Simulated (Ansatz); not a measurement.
**What settings do to one calculation: Si started at a second open point in rutile SiO2, 49 atoms, charge +1**

Ansatz (PAW, plane waves), atoms fixed. The base input:

```yaml
crystal:
  lattice:
    - [8.388693, 0.000000, 0.000000]
    - [0.000000, 8.388693, 0.000000]
    - [0.000000, 0.000000, 5.357095]
  atoms:
    - { symbol: Si, position: [0.999553, 0.998835, 0.000435] }
    - { symbol: Si, position: [0.003982, 0.993755, 0.497136] }
    - { symbol: Si, position: [0.999258, 0.500927, 0.995652] }
    - { symbol: Si, position: [0.000345, 0.503166, 0.501655] }
    - { symbol: Si, position: [0.498737, 0.003706, 0.004331] }
    - { symbol: Si, position: [0.501266, 0.006576, 0.491372] }
    - { symbol: Si, position: [0.495072, 0.499343, 0.998832], spin: 0.125 }
    - { symbol: Si, position: [0.501870, 0.498794, 0.501041], spin: 0.125 }
    - { symbol: Si, position: [0.246658, 0.247553, 0.249536] }
    - { symbol: Si, position: [0.250484, 0.248679, 0.750476], spin: 0.125 }
    - { symbol: Si, position: [0.250059, 0.755334, 0.245779] }
    - { symbol: Si, position: [0.249512, 0.748425, 0.746682] }
    - { symbol: Si, position: [0.749465, 0.253062, 0.252442] }
    - { symbol: Si, position: [0.749035, 0.249540, 0.754485] }
    - { symbol: Si, position: [0.749188, 0.749919, 0.248535] }
    - { symbol: Si, position: [0.752897, 0.751406, 0.751597] }
    - { symbol: Si, position: [0.394853, 0.395812, 0.805961], spin: 0.125 }
    - { symbol: O, position: [0.148682, 0.157965, 0.997574] }
    - { symbol: O, position: [0.156394, 0.153802, 0.506299] }
    - { symbol: O, position: [0.154357, 0.655329, 0.000867] }
    - { symbol: O, position: [0.151685, 0.648650, 0.498759] }
    - { symbol: O, position: [0.650227, 0.157899, 0.002543] }
    - { symbol: O, position: [0.649674, 0.153313, 0.500254] }
    - { symbol: O, position: [0.649709, 0.656432, 0.010453] }
    - { symbol: O, position: [0.652897, 0.652517, 0.502975] }
    - { symbol: O, position: [0.344786, 0.349175, 0.004937], spin: 0.125 }
    - { symbol: O, position: [0.347713, 0.349055, 0.501096], spin: 0.125 }
    - { symbol: O, position: [0.348457, 0.850655, 0.997046] }
    - { symbol: O, position: [0.345106, 0.844348, 0.496520] }
    - { symbol: O, position: [0.845312, 0.352540, 0.003256] }
    - { symbol: O, position: [0.847880, 0.346840, 0.495428] }
    - { symbol: O, position: [0.845161, 0.847607, 0.994789] }
    - { symbol: O, position: [0.842741, 0.849115, 0.502198] }
    - { symbol: O, position: [0.093842, 0.399411, 0.257484] }
    - { symbol: O, position: [0.097757, 0.401964, 0.749458] }
    - { symbol: O, position: [0.099021, 0.901438, 0.250606] }
    - { symbol: O, position: [0.097254, 0.901001, 0.751474] }
    - { symbol: O, position: [0.598816, 0.402509, 0.249463] }
    - { symbol: O, position: [0.591886, 0.400751, 0.748916], spin: 0.125 }
    - { symbol: O, position: [0.597393, 0.903901, 0.251891] }
    - { symbol: O, position: [0.593236, 0.900291, 0.754106] }
    - { symbol: O, position: [0.403454, 0.095322, 0.251239] }
    - { symbol: O, position: [0.404754, 0.094664, 0.747840] }
    - { symbol: O, position: [0.403729, 0.600152, 0.249746] }
    - { symbol: O, position: [0.397515, 0.598233, 0.750606], spin: 0.125 }
    - { symbol: O, position: [0.901981, 0.099313, 0.253584] }
    - { symbol: O, position: [0.902913, 0.096314, 0.746758] }
    - { symbol: O, position: [0.905048, 0.596421, 0.248164] }
    - { symbol: O, position: [0.902550, 0.596058, 0.749975] }
  symmetry: { detect: false }
kpoints:
  mp_grid: { grid: [1, 1, 1], shift: [0.25, 0.25, 0.25] }
hamiltonian:
  xc: pbesol
total_charge: 1
magnetization:
  spin_polarized: true
scf:
  occupations: { method: fermi_dirac, width: 0.01 }
output:
  forces: true
  eigenvalues: true
  populations: true
  charged_corrections: { epsilon: 11 }
  eigenstates: { kpoints: [[0.25, 0.25, 0.25]], e_range: [-6.0, 6.0], localisation: true }
```

Command:

```sh
ansatz run in.yaml --threads 8 --pin off --max-ram 13300MiB --runs-dir r --events-out ev --progress --plain
```

It converged in 14 iterations and 27 s of wall time on 8 threads of a Neoverse-N1 processor, on a host shared with other runs; peak host memory 1.1 GiB; largest force component 47.33 eV/Å. The cutoff was the default, 420 eV. The base isn't a converged reference: it has few k points, and its atoms are unrelaxed, some of them close together, so close that their PAW spheres overlap, which can drive the changes below. Each run below changes the keys shown and caps the iterations.

```tsv
run	changed	ending	iterations	free energy less the base (meV per atom)	rms change of forces (eV/Å)	change of pressure (GPa)	wall time (s, shared host)
1	xc_grid 3 (2 is the default), ecutwfc 180 eV, max_iter 80	converged	14	6956.7	0.691	–	6.3 CPU
2	width 2.0 eV, max_iter 50	converged	15	-586.2	1.509	–	24 CPU
3	width 0.2 eV, max_iter 50	converged	23	-2.5	0.120	–	17 CPU
4	max_iter 60, k points a 2×2×1 mesh centred on Γ	converged	14	106.6	0.344	–	24 CPU
5	occupations methfessel_paxton, max_iter 100	converged	14	0.0	0.000	–	14 CPU
6	initial_magnetization 4, max_iter 70	converged	19	0.0	0.000	–	17 CPU
```

Question: Which changes leave the result alone, and which of the same physical model moves the forces most?

Answer: The forces move by under 0.002 eV/Å in runs 5, 6. Run 2 (width 2.0 eV, max_iter 50) moves them most among the runs with the same functional, charge and dispersion term, by 1.509 eV/Å.
